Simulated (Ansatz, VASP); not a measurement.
**Two plane-wave programs on Ga3O2**

The input INCAR:

```
SYSTEM = Ga3O2
PREC     = Accurate       ! precision mode
ENCUT    = 600            ! plane-wave cutoff, eV
EDIFF    = 1E-6           ! SCF threshold, eV
ISMEAR   = 0              ! smearing method
SIGMA    = 0.1            ! smearing width, eV
LREAL    = .False.        ! projectors in reciprocal space
LASPH    = .True.         ! aspherical terms in the spheres
NELM     = 80             ! most SCF steps
ALGO     = Normal         ! electronic algorithm
ISIF     = 3              ! what is computed and relaxed
LWAVE    = .False.        ! write WAVECAR
LCHARG   = .False.        ! write CHGCAR
GGA      = PE             ! functional
IBRION   = 2              ! ionic algorithm
NSW      = 100            ! ionic steps
EDIFFG   = -0.01          ! ionic threshold
```

The input KPOINTS:

```
regular mesh
0
Gamma
  8 8 8
  0 0 0
```

POSCAR

```
Ga3O2
1.0
    4.4147358342      0.0000000000      0.0000000000
    0.0000000000      4.4147358342      0.0000000000
    0.0000000000      0.0000000000      4.4147358342
Ga O
3 2
Direct
    0.0000000000      0.5000000000      0.5000000000
    0.5000000000      0.0000000000      0.5000000000
    0.5000000000      0.5000000000      0.0000000000
    0.0000000000      0.0000000000      0.0000000000
    0.5000000000      0.5000000000      0.5000000000
```

Input for Ansatz:

```yaml
crystal:
  lattice:
    - [4.4147358342, 0.0, 0.0]
    - [0.0, 4.4147358342, 0.0]
    - [0.0, 0.0, 4.4147358342]
  atoms:
    - { symbol: Ga, position: [0.0, 0.5, 0.5] }
    - { symbol: Ga, position: [0.5, 0.0, 0.5] }
    - { symbol: Ga, position: [0.5, 0.5, 0.0] }
    - { symbol: O, position: [0.0, 0.0, 0.0] }
    - { symbol: O, position: [0.5, 0.5, 0.5] }
basis:
  ecutwfc: 420
kpoints:
  mp_grid: { grid: [8, 8, 8] }
hamiltonian:
  xc: pbe
scf:
  occupations: { method: gaussian, width: 0.1 }
output:
  forces: true
  stress: true
  eigenvalues: true
  write_density: true
  write_potential: true
  elf: true
  volumetric_format: npy
relax:
  adjacent_minimum: "off"
  f_tol: 0.01
  max_steps: 80
  cell: { stress_tol: 0.05 }
```

Alike in both runs: task relaxation of cell and atoms; functional PBE; k mesh 8 × 8 × 8; occupations gaussian, width 0.1 eV; no spin polarisation.

```csv
,VASP,Ansatz
version,VASP 6.6.1,Ansatz 0.2.0
potentials or method,"VASP PAW PBE potentials, release 64 (Ga_d, O)","scalar-relativistic, plane waves, PAW"
plane-wave cutoff (eV),600,420
valence electrons in the cell,51,51
```

```csv
,VASP,Ansatz,Ansatz less VASP
"gap on the k mesh at the Fermi level, each at its own relaxed structure (eV)",none,none,-
relaxed volume (Å³/atom),17.05,17.01,-0.040
relaxed cell length with the largest relative difference (Å),4.401,4.398,-0.0034
```

A gap of «none» marks a metal or a gap that the smearing closes.

Caveats: an odd number of electrons without spin polarisation forces a metal; a magnetic or distorted state may lie lower.
